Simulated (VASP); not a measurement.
A calculation with VASP 6.6.1 of La (native input, structure from a POSCAR):

The input INCAR:

```
SYSTEM = La
PREC = Accurate
ENCUT = 520
EDIFF = 1E-6
ISMEAR = 0
SIGMA = 0.05
LREAL = .False.
LASPH = .True.
NELM = 100
ALGO = Normal
ISIF = 2
LWAVE = .False.
LCHARG = .False.
NBANDS = 18
```

KPOINTS

```
regular mesh
0
Gamma
  8 8 5
  0 0 0
```

The input POSCAR:

```
La
1.0
    3.7500000000      0.0000000000      0.0000000000
   -1.8750000000      3.2475952642      0.0000000000
    0.0000000000      0.0000000000      6.0700000000
La
2
Cartesian
    1.8750000002      1.0825317546      4.5525000000
   -0.0000000002      2.1650635096      1.5175000000
```

Potentials or basis: VASP PAW LDA potentials, release 64 (La).

The run is started by

```bash
$ cat potpaw_LDA.64/La/POTCAR > POTCAR
$ mpirun -np 1 vasp_std > vasp.out
```

This isn't the form of La at room conditions, which is double hcp.

Task: Write the same calculation in another form: ASE script, structure by space group and Wyckoff sites.

Result: As run:

The input run.py:

```python
from ase.calculators.vasp import Vasp
from ase.dft.bandgap import bandgap
from ase.spacegroup import crystal

atoms = crystal(
    ['La'],
    basis=[[0.6666666667, 0.3333333333, 0.75]],
    spacegroup=194,
    setting=1,
    cellpar=[3.75, 3.75, 6.07, 90.0, 90.0, 120.0],
    primitive_cell=True,
)
calc = Vasp(
    directory='calc',
    xc='lda',
    pp='LDA',
    setups='materialsproject',
    prec='Accurate',
    encut=520,
    ediff=1e-06,
    ismear=0,
    sigma=0.05,
    lreal=False,
    lasph=True,
    nelm=60,
    algo='Normal',
    isif=2,
    lwave=False,
    lcharg=False,
    kpts=[8, 8, 5],
    gamma=True,
)
atoms.calc = calc

print('energy (eV):', atoms.get_potential_energy())
print('free energy (eV):', atoms.get_potential_energy(force_consistent=True))
print('forces (eV/A):')
print(atoms.get_forces())
print('stress (eV/A^3, Voigt):', atoms.get_stress())
print('Fermi level (eV):', calc.get_fermi_level())
gap, top, bottom = bandgap(calc)
print('band gap (eV):', gap, 'from (spin, k, band)', top, 'to', bottom)
```

Potentials or basis: VASP PAW LDA potentials, release 64 (La).

Run with:

```console
$ python run.py
```

Both were run:

|  | native input, structure from a POSCAR | ASE script, structure by space group and Wyckoff sites |
| --- | --- | --- |
| Pressure | -2.9 GPa | -2.9 GPa |
| Band gap on the k mesh | none (metal or under the smearing width) | none (metal or under the smearing width) |

Keys that steer only the numerical path or the files written may differ.
